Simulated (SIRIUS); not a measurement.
# BAs (F-43m) in SIRIUS: a series of runs, part 4 of 4

SIRIUS 7.12.0. The steps go on from the part before.

**7. Equation of state, PBEsol, 14.17 Å³/atom (volume scaled by 1.04)**

The input, sirius.json:

```json
{
  "control": {
    "processing_unit": "cpu",
    "std_evp_solver_name": "lapack",
    "gen_evp_solver_name": "lapack",
    "verbosity": 2,
    "print_forces": false,
    "ortho_rf": true,
    "use_second_variation": true,
    "rmt_max": 3.0,
    "num_bands_to_print": 21,
    "save_wf": true
  },
  "parameters": {
    "electronic_structure_method": "full_potential_lapwlo",
    "xc_functionals": ["XC_GGA_X_PBE_SOL", "XC_GGA_C_PBE_SOL"],
    "core_relativity": "dirac",
    "valence_relativity": "iora",
    "num_fv_states": 21,
    "smearing": "fermi_dirac",
    "smearing_width": 0.0018374661,
    "pw_cutoff": 21,
    "gk_cutoff": 4.09,
    "lmax_apw": 10,
    "lmax_rho": 8,
    "lmax_pot": 8,
    "num_mag_dims": 0,
    "auto_rmt": 0,
    "ngridk": [10, 10, 10],
    "shiftk": [0, 0, 0],
    "num_dft_iter": 80,
    "energy_tol": 1e-07,
    "density_tol": 1e-05,
    "use_symmetry": true
  },
  "settings": {"tol_ne": 1e-10},
  "iterative_solver": {"type": "exact"},
  "mixer": {"type": "anderson", "beta": 0.5, "max_history": 8},
  "unit_cell": {
    "lattice_vectors": [[0.0, 4.5730072765, 4.5730072765], [4.5730072765, 0.0, 4.5730072765], [4.5730072765, 4.5730072765, 0.0]],
    "atom_types": ["As", "B"],
    "atom_files": {"As": "As.json", "B": "B.json"},
    "atoms": {"As": [[0.75, 0.75, 0.75]], "B": [[0.0, 0.0, 0.0]]}
  }
}
```

The input, As.json:

```json
{
  "name": "arsenic",
  "symbol": "As",
  "number": 33,
  "mass": 74.9216,
  "rmin": 1e-06,
  "rmt": 2.18,
  "nrmt": 800,
  "rinf": 15.07,
  "core": "1s2s2p",
  "valence": [
    {"basis": [{"enu": 0.07, "dme": 0, "n": 0, "auto": 0}, {"enu": 0.07, "dme": 1, "n": 0, "auto": 0}]},
    {"l": 0, "n": 1, "basis": [{"enu": 0.0486, "dme": 0, "n": 0, "auto": 0}]},
    {"l": 1, "n": 2, "basis": [{"enu": 0.17, "dme": 0, "n": 0, "auto": 0}]},
    {"l": 2, "n": 3, "basis": [{"enu": 0.17, "dme": 0, "n": 0, "auto": 0}]},
    {"l": 3, "n": 4, "basis": [{"enu": 0.17, "dme": 0, "n": 0, "auto": 0}]}
  ],
  "lo": [
    {
      "l": 0,
      "basis": [{"enu": 0.0486, "dme": 0, "n": 0, "auto": 0}, {"enu": 0.0486, "dme": 1, "n": 0, "auto": 0}]
    },
    {
      "l": 0,
      "basis": [{"enu": 0.0486, "dme": 1, "n": 0, "auto": 0}, {"enu": 0.0486, "dme": 2, "n": 0, "auto": 0}]
    },
    {
      "l": 0,
      "basis": [{"enu": -6.5808, "dme": 0, "n": 3, "auto": 1}, {"enu": -6.5808, "dme": 1, "n": 3, "auto": 1}]
    },
    {
      "l": 0,
      "basis": [{"enu": 0.0486, "dme": 0, "n": 0, "auto": 0}, {"enu": 2.5736, "dme": 0, "n": 0, "auto": 0}]
    },
    {"l": 1, "basis": [{"enu": 0.17, "dme": 0, "n": 0, "auto": 0}, {"enu": 0.17, "dme": 1, "n": 0, "auto": 0}]},
    {
      "l": 1,
      "basis": [{"enu": -4.5309, "dme": 0, "n": 3, "auto": 1}, {"enu": -4.5309, "dme": 1, "n": 3, "auto": 1}]
    },
    {
      "l": 1,
      "basis": [{"enu": -4.5309, "dme": 1, "n": 3, "auto": 1}, {"enu": 0.17, "dme": 0, "n": 0, "auto": 0}]
    },
    {"l": 1, "basis": [{"enu": 0.17, "dme": 0, "n": 0, "auto": 0}, {"enu": 4.0417, "dme": 0, "n": 0, "auto": 0}]},
    {"l": 2, "basis": [{"enu": 0.17, "dme": 0, "n": 0, "auto": 0}, {"enu": 0.17, "dme": 1, "n": 0, "auto": 0}]},
    {
      "l": 2,
      "basis": [{"enu": -1.1385, "dme": 0, "n": 3, "auto": 1}, {"enu": -1.1385, "dme": 1, "n": 3, "auto": 1}]
    },
    {
      "l": 2,
      "basis": [{"enu": -1.1385, "dme": 1, "n": 3, "auto": 1}, {"enu": 0.17, "dme": 0, "n": 0, "auto": 0}]
    },
    {"l": 2, "basis": [{"enu": 0.17, "dme": 0, "n": 0, "auto": 0}, {"enu": 4.5467, "dme": 0, "n": 0, "auto": 0}]},
    {"l": 3, "basis": [{"enu": 0.17, "dme": 0, "n": 0, "auto": 0}, {"enu": 0.17, "dme": 1, "n": 0, "auto": 0}]},
    {"l": 3, "basis": [{"enu": 0.17, "dme": 0, "n": 0, "auto": 0}, {"enu": 3.8313, "dme": 0, "n": 0, "auto": 0}]}
  ],
  "free_atom": [... radial grid and density of the free atom, the start of the SCF ...]
}
```

The input, B.json:

```json
{
  "name": "boron",
  "symbol": "B",
  "number": 5,
  "mass": 10.811,
  "rmin": 1e-06,
  "rmt": 1.59,
  "nrmt": 800,
  "rinf": 17.81,
  "core": "",
  "valence": [
    {"basis": [{"enu": 0.07, "dme": 0, "n": 0, "auto": 0}, {"enu": 0.07, "dme": 1, "n": 0, "auto": 0}]},
    {"l": 0, "n": 1, "basis": [{"enu": 0.1159, "dme": 0, "n": 0, "auto": 0}]},
    {"l": 1, "n": 2, "basis": [{"enu": 0.17, "dme": 0, "n": 0, "auto": 0}]},
    {"l": 2, "n": 3, "basis": [{"enu": 0.17, "dme": 0, "n": 0, "auto": 0}]},
    {"l": 3, "n": 4, "basis": [{"enu": 0.17, "dme": 0, "n": 0, "auto": 0}]}
  ],
  "lo": [
    {
      "l": 0,
      "basis": [{"enu": 0.1159, "dme": 0, "n": 0, "auto": 0}, {"enu": 0.1159, "dme": 1, "n": 0, "auto": 0}]
    },
    {
      "l": 0,
      "basis": [{"enu": 0.1159, "dme": 1, "n": 0, "auto": 0}, {"enu": 0.1159, "dme": 2, "n": 0, "auto": 0}]
    },
    {
      "l": 0,
      "basis": [{"enu": -6.2564, "dme": 0, "n": 1, "auto": 1}, {"enu": -6.2564, "dme": 1, "n": 1, "auto": 1}]
    },
    {
      "l": 0,
      "basis": [{"enu": 0.1159, "dme": 0, "n": 0, "auto": 0}, {"enu": 4.8625, "dme": 0, "n": 0, "auto": 0}]
    },
    {"l": 1, "basis": [{"enu": 0.17, "dme": 0, "n": 0, "auto": 0}, {"enu": 0.17, "dme": 1, "n": 0, "auto": 0}]},
    {"l": 1, "basis": [{"enu": 0.17, "dme": 1, "n": 0, "auto": 0}, {"enu": 0.17, "dme": 2, "n": 0, "auto": 0}]},
    {"l": 1, "basis": [{"enu": 0.17, "dme": 0, "n": 0, "auto": 0}, {"enu": 5.6286, "dme": 0, "n": 0, "auto": 0}]},
    {"l": 2, "basis": [{"enu": 0.17, "dme": 0, "n": 0, "auto": 0}, {"enu": 0.17, "dme": 1, "n": 0, "auto": 0}]},
    {"l": 2, "basis": [{"enu": 0.17, "dme": 1, "n": 0, "auto": 0}, {"enu": 0.17, "dme": 2, "n": 0, "auto": 0}]},
    {"l": 2, "basis": [{"enu": 0.17, "dme": 0, "n": 0, "auto": 0}, {"enu": 6.3406, "dme": 0, "n": 0, "auto": 0}]},
    {"l": 3, "basis": [{"enu": 0.17, "dme": 0, "n": 0, "auto": 0}, {"enu": 0.17, "dme": 1, "n": 0, "auto": 0}]}
  ],
  "free_atom": [... radial grid and density of the free atom, the start of the SCF ...]
}
```

The input, sirius_start.json:

```json
{
  "control": {
    "processing_unit": "cpu",
    "std_evp_solver_name": "lapack",
    "gen_evp_solver_name": "lapack",
    "verbosity": 1,
    "print_forces": false,
    "ortho_rf": true,
    "use_second_variation": true,
    "rmt_max": 3.0,
    "num_bands_to_print": 21,
    "save_wf": false
  },
  "parameters": {
    "electronic_structure_method": "full_potential_lapwlo",
    "xc_functionals": ["XC_LDA_X", "XC_LDA_C_PW"],
    "core_relativity": "dirac",
    "valence_relativity": "iora",
    "num_fv_states": 21,
    "smearing": "fermi_dirac",
    "smearing_width": 0.0055123983,
    "pw_cutoff": 21,
    "gk_cutoff": 3.27,
    "lmax_apw": 10,
    "lmax_rho": 8,
    "lmax_pot": 8,
    "num_mag_dims": 0,
    "auto_rmt": 0,
    "ngridk": [4, 4, 4],
    "shiftk": [0, 0, 0],
    "num_dft_iter": 30,
    "energy_tol": 0.01,
    "density_tol": 0.05,
    "use_symmetry": true
  },
  "settings": {"tol_ne": 1e-10},
  "iterative_solver": {"type": "exact"},
  "mixer": {"type": "anderson", "beta": 0.5, "max_history": 8},
  "unit_cell": {
    "lattice_vectors": [[0.0, 4.5730072765, 4.5730072765], [4.5730072765, 0.0, 4.5730072765], [4.5730072765, 4.5730072765, 0.0]],
    "atom_types": ["As", "B"],
    "atom_files": {"As": "As.json", "B": "B.json"},
    "atoms": {"As": [[0.75, 0.75, 0.75]], "B": [[0.0, 0.0, 0.0]]}
  }
}
```

Run with:

```
$ OMP_NUM_THREADS=1 sirius.scf --input=sirius_start.json --output=start.json
$ OMP_NUM_THREADS=1 sirius.scf --input=sirius.json --output=output.json --task=1
```

Wall time 53 s (1 thread of Arm Neoverse V1, shared host); peak memory 0.45 GiB.

Results (log left out):

* Free energy: -62157.0788 eV
* Band gap on the k mesh: 1.12 eV, indirect (least direct gap 3.20 eV)
* All electrons inside the program's atomic spheres: As 31.02; B 3.43 (radii As 2.18, B 1.59 bohr)

**8. Equation of state, PBEsol, 14.44 Å³/atom (volume scaled by 1.06)**

sirius.json: that of step 7 with these lines changed.

```diff
@@ -39,3 +39,3 @@
   "unit_cell": {
-    "lattice_vectors": [[0.0, 4.5730072765, 4.5730072765], [4.5730072765, 0.0, 4.5730072765], [4.5730072765, 4.5730072765, 0.0]],
+    "lattice_vectors": [[0.0, 4.6021354968, 4.6021354968], [4.6021354968, 0.0, 4.6021354968], [4.6021354968, 4.6021354968, 0.0]],
     "atom_types": ["As", "B"],
```

The input, As.json:

```json
{
  "name": "arsenic",
  "symbol": "As",
  "number": 33,
  "mass": 74.9216,
  "rmin": 1e-06,
  "rmt": 2.18,
  "nrmt": 800,
  "rinf": 15.07,
  "core": "1s2s2p",
  "valence": [
    {"basis": [{"enu": 0.06, "dme": 0, "n": 0, "auto": 0}, {"enu": 0.06, "dme": 1, "n": 0, "auto": 0}]},
    {"l": 0, "n": 1, "basis": [{"enu": 0.0386, "dme": 0, "n": 0, "auto": 0}]},
    {"l": 1, "n": 2, "basis": [{"enu": 0.16, "dme": 0, "n": 0, "auto": 0}]},
    {"l": 2, "n": 3, "basis": [{"enu": 0.16, "dme": 0, "n": 0, "auto": 0}]},
    {"l": 3, "n": 4, "basis": [{"enu": 0.16, "dme": 0, "n": 0, "auto": 0}]}
  ],
  "lo": [
    {
      "l": 0,
      "basis": [{"enu": 0.0386, "dme": 0, "n": 0, "auto": 0}, {"enu": 0.0386, "dme": 1, "n": 0, "auto": 0}]
    },
    {
      "l": 0,
      "basis": [{"enu": 0.0386, "dme": 1, "n": 0, "auto": 0}, {"enu": 0.0386, "dme": 2, "n": 0, "auto": 0}]
    },
    {
      "l": 0,
      "basis": [{"enu": -6.5908, "dme": 0, "n": 3, "auto": 1}, {"enu": -6.5908, "dme": 1, "n": 3, "auto": 1}]
    },
    {
      "l": 0,
      "basis": [{"enu": 0.0386, "dme": 0, "n": 0, "auto": 0}, {"enu": 2.5636, "dme": 0, "n": 0, "auto": 0}]
    },
    {"l": 1, "basis": [{"enu": 0.16, "dme": 0, "n": 0, "auto": 0}, {"enu": 0.16, "dme": 1, "n": 0, "auto": 0}]},
    {
      "l": 1,
      "basis": [{"enu": -4.5409, "dme": 0, "n": 3, "auto": 1}, {"enu": -4.5409, "dme": 1, "n": 3, "auto": 1}]
    },
    {
      "l": 1,
      "basis": [{"enu": -4.5409, "dme": 1, "n": 3, "auto": 1}, {"enu": 0.16, "dme": 0, "n": 0, "auto": 0}]
    },
    {"l": 1, "basis": [{"enu": 0.16, "dme": 0, "n": 0, "auto": 0}, {"enu": 4.0317, "dme": 0, "n": 0, "auto": 0}]},
    {"l": 2, "basis": [{"enu": 0.16, "dme": 0, "n": 0, "auto": 0}, {"enu": 0.16, "dme": 1, "n": 0, "auto": 0}]},
    {
      "l": 2,
      "basis": [{"enu": -1.1485, "dme": 0, "n": 3, "auto": 1}, {"enu": -1.1485, "dme": 1, "n": 3, "auto": 1}]
    },
    {
      "l": 2,
      "basis": [{"enu": -1.1485, "dme": 1, "n": 3, "auto": 1}, {"enu": 0.16, "dme": 0, "n": 0, "auto": 0}]
    },
    {"l": 2, "basis": [{"enu": 0.16, "dme": 0, "n": 0, "auto": 0}, {"enu": 4.5367, "dme": 0, "n": 0, "auto": 0}]},
    {"l": 3, "basis": [{"enu": 0.16, "dme": 0, "n": 0, "auto": 0}, {"enu": 0.16, "dme": 1, "n": 0, "auto": 0}]},
    {"l": 3, "basis": [{"enu": 0.16, "dme": 0, "n": 0, "auto": 0}, {"enu": 3.8213, "dme": 0, "n": 0, "auto": 0}]}
  ],
  "free_atom": [... radial grid and density of the free atom, the start of the SCF ...]
}
```

The input, B.json:

```json
{
  "name": "boron",
  "symbol": "B",
  "number": 5,
  "mass": 10.811,
  "rmin": 1e-06,
  "rmt": 1.59,
  "nrmt": 800,
  "rinf": 17.81,
  "core": "",
  "valence": [
    {"basis": [{"enu": 0.06, "dme": 0, "n": 0, "auto": 0}, {"enu": 0.06, "dme": 1, "n": 0, "auto": 0}]},
    {"l": 0, "n": 1, "basis": [{"enu": 0.1059, "dme": 0, "n": 0, "auto": 0}]},
    {"l": 1, "n": 2, "basis": [{"enu": 0.16, "dme": 0, "n": 0, "auto": 0}]},
    {"l": 2, "n": 3, "basis": [{"enu": 0.16, "dme": 0, "n": 0, "auto": 0}]},
    {"l": 3, "n": 4, "basis": [{"enu": 0.16, "dme": 0, "n": 0, "auto": 0}]}
  ],
  "lo": [
    {
      "l": 0,
      "basis": [{"enu": 0.1059, "dme": 0, "n": 0, "auto": 0}, {"enu": 0.1059, "dme": 1, "n": 0, "auto": 0}]
    },
    {
      "l": 0,
      "basis": [{"enu": 0.1059, "dme": 1, "n": 0, "auto": 0}, {"enu": 0.1059, "dme": 2, "n": 0, "auto": 0}]
    },
    {
      "l": 0,
      "basis": [{"enu": -6.2664, "dme": 0, "n": 1, "auto": 1}, {"enu": -6.2664, "dme": 1, "n": 1, "auto": 1}]
    },
    {
      "l": 0,
      "basis": [{"enu": 0.1059, "dme": 0, "n": 0, "auto": 0}, {"enu": 4.8525, "dme": 0, "n": 0, "auto": 0}]
    },
    {"l": 1, "basis": [{"enu": 0.16, "dme": 0, "n": 0, "auto": 0}, {"enu": 0.16, "dme": 1, "n": 0, "auto": 0}]},
    {"l": 1, "basis": [{"enu": 0.16, "dme": 1, "n": 0, "auto": 0}, {"enu": 0.16, "dme": 2, "n": 0, "auto": 0}]},
    {"l": 1, "basis": [{"enu": 0.16, "dme": 0, "n": 0, "auto": 0}, {"enu": 5.6186, "dme": 0, "n": 0, "auto": 0}]},
    {"l": 2, "basis": [{"enu": 0.16, "dme": 0, "n": 0, "auto": 0}, {"enu": 0.16, "dme": 1, "n": 0, "auto": 0}]},
    {"l": 2, "basis": [{"enu": 0.16, "dme": 1, "n": 0, "auto": 0}, {"enu": 0.16, "dme": 2, "n": 0, "auto": 0}]},
    {"l": 2, "basis": [{"enu": 0.16, "dme": 0, "n": 0, "auto": 0}, {"enu": 6.3306, "dme": 0, "n": 0, "auto": 0}]},
    {"l": 3, "basis": [{"enu": 0.16, "dme": 0, "n": 0, "auto": 0}, {"enu": 0.16, "dme": 1, "n": 0, "auto": 0}]}
  ],
  "free_atom": [... radial grid and density of the free atom, the start of the SCF ...]
}
```

sirius_start.json: that of step 7 with these lines changed.

```diff
@@ -39,3 +39,3 @@
   "unit_cell": {
-    "lattice_vectors": [[0.0, 4.5730072765, 4.5730072765], [4.5730072765, 0.0, 4.5730072765], [4.5730072765, 4.5730072765, 0.0]],
+    "lattice_vectors": [[0.0, 4.6021354968, 4.6021354968], [4.6021354968, 0.0, 4.6021354968], [4.6021354968, 4.6021354968, 0.0]],
     "atom_types": ["As", "B"],
```

Run with:

```
$ OMP_NUM_THREADS=1 sirius.scf --input=sirius_start.json --output=start.json
$ OMP_NUM_THREADS=1 sirius.scf --input=sirius.json --output=output.json --task=1
```

Wall time 54 s (1 thread of Arm Neoverse V1, shared host); peak memory 0.46 GiB.

The run converged. Its results:

| Property | Result |
| --- | --- |
| Free energy | -62157.0554 eV |
| Band gap on the k mesh | 1.14 eV, indirect (least direct gap 3.17 eV) |
| All electrons inside the program's atomic spheres | As 31.00; B 3.41 (radii As 2.18, B 1.59 bohr) |

**9. Equation of state, PBEsol**

Potentials or basis: all-electron FP-LAPW, apw+lo standard.

No new run: the results of the series are fitted here.

Results:

```
Equilibrium volume                      : 13.55 Å³/atom
Bulk modulus                            : 140 GPa
Pressure derivative of the bulk modulus : 3.9
```

Energy against volume, from the lowest point:
| volume (Å³/atom) | energy (meV/atom) |
| --- | --- |
| 12.809 | 19.08 |
| 13.081 | 7.25 |
| 13.354 | 0.99 |
| 13.626 | 0.00 |
| 13.899 | 3.65 |
| 14.171 | 11.52 |
| 14.444 | 23.20 |

**10. Against experiment**

Step 9. A measured bulk modulus of BAs is 148 GPa (quoted in “Basic Physical Properties of Cubic Boron Arsenide”, 2019, arxiv:1911.11281); the calculated 140 GPa misses it by -5.2 %. The fit is for a static lattice scaled at fixed shape and fixed fractional positions.
